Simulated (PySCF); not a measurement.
Runs of PySCF 2.14.0 on Ta. It takes space group Im-3m (No. 229, cubic). The conventional cell has a = 3.303 Å, b = 3.303 Å, c = 3.303 Å, α = 90.00°, β = 90.00°, γ = 90.00°. Ta (site symmetry m-3m) has 8 Ta at 2.86 Å as nearest neighbours. 

| task | level | potentials or basis | k mesh | density cutoff | potentials | band path | gaussian width of the DOS | conv_tol | gap on the mesh (eV) | V0 of scaled cells (Å³/atom) | B0 (GPa) |
| --- | --- | --- | --- | --- | --- | --- | --- | --- | --- | --- | --- |
| equation of state | r2SCAN | DZVP-MOLOPT-SR/GTH-PBE (potentials made for PBE) | 4 × 4 × 4 | 88 Ha | Ta GTH-PBE-q13 | - | - | - | - | (a) | 217 |
| density of states | PBE | DZVP-MOLOPT-HYB/GTH-HYB (UZH) (potentials made for PBE0) | 6 × 6 × 6 | 98 Ha | Ta GTH-HYB-q13 | - | 0.15 eV | 1e-07 Ha | none | - | - |
| equation of state | r2SCAN+D3(BJ) | DZVP-MOLOPT-SR/GTH-PBE (potentials made for PBE) | 4 × 4 × 4 | 88 Ha | Ta GTH-PBE-q13 | - | - | - | - | 17.91 | 222 |
| density of states | PBE | DZVP-MOLOPT-GGA/GTH-GGA (UZH) (potentials made for PBE) | 6 × 6 × 6 | 98 Ha | Ta GTH-GGA-q13 | - | 0.15 eV | 1e-07 Ha | none | - | - |
| density of states | PBE | DZVP-MOLOPT-SR/GTH-PADE (potentials made for LDA) | 6 × 6 × 6 | 88 Ha | Ta GTH-PADE-q13 | - | 0.15 eV | 1e-07 Ha | none | - | - |
| band structure | PBEsol | DZVP-MOLOPT-SR/GTH-PBE (potentials made for PBE) | 4 × 4 × 4 | 88 Ha | Ta GTH-PBE-q13 | GHNGPH,PN | - | 1e-07 Ha | none | - | - |

Alike in all rows: no spin polarisation; cell as given; smearing fermi-dirac 0.05 eV; the mesh is coarse, so values aren't converged.

Fill in the values left out.

(a) 18.04.

Caveats: all runs use coarse meshes; the basis of atomic orbitals isn't converged, which shifts pressures, moduli and gaps; the potentials were made for another functional, which shifts forces and pressure (some runs); meta-GGAs need a finer uniform grid than this (some runs); spin-orbit coupling is left out, which moves the levels of the heavy elements (some runs).

A k mesh can miss the band edges, and the runs leave out spin-orbit coupling on Ta.

A gap of «none» marks a metal or a gap under the smearing width.
